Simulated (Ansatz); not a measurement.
`[F][Zn][Br]` + `CC(C)(C)O` → `CC(C)(C)[O][Zn][F]` + HBr  (ligand exchange at a Zn–Br bond)

Program: Ansatz. Geometries: PBE0-D4/def2-TZVP. ΔE: electronic, gas phase. CBS: MP2 limit from def2 TZ/QZ plus the TZ coupled-cluster correction, frozen cores. Functionals use def2-TZVPP. For Br, Zn outer-core shells are correlated without core-valence functions, which leaves a few kJ/mol of doubt a bond. Scalar relativity is left out up to krypton. One conformer a species, not always the lowest.

| species | B2PLYP energy (Eh) |
| --- | --- |
| `[F][Zn][Br]` | -4452.81786 |
| `CC(C)(C)O` | -233.56439 |
| `CC(C)(C)[O][Zn][F]` | -2111.96694 |
| HBr | -2574.37376 |

(1) Work out ΔE.

Largest T1 diagnostic among the species: 0.015.

Answers

(1) ΔE = (-2111.96694) + (-2574.37376) − (-4452.81786) − (-233.56439) = 0.04155 Eh = +1.13 eV. CCSD(T)/CBS gives +1.17 eV.

Leaving LDA and LC-ωPBE aside and taking each functional with its dispersion term where it has one, the values, not all of them listed here, spread over 0.28 eV, from BLYP-D4 to BHLYP-D4. LDA lies −0.10 eV from PBE without D4. In def2-TZVPP, CCSD(T) changes the Hartree–Fock value by −0.43 eV (the triples alone add −0.06 eV) and MP2 by −0.44 eV.
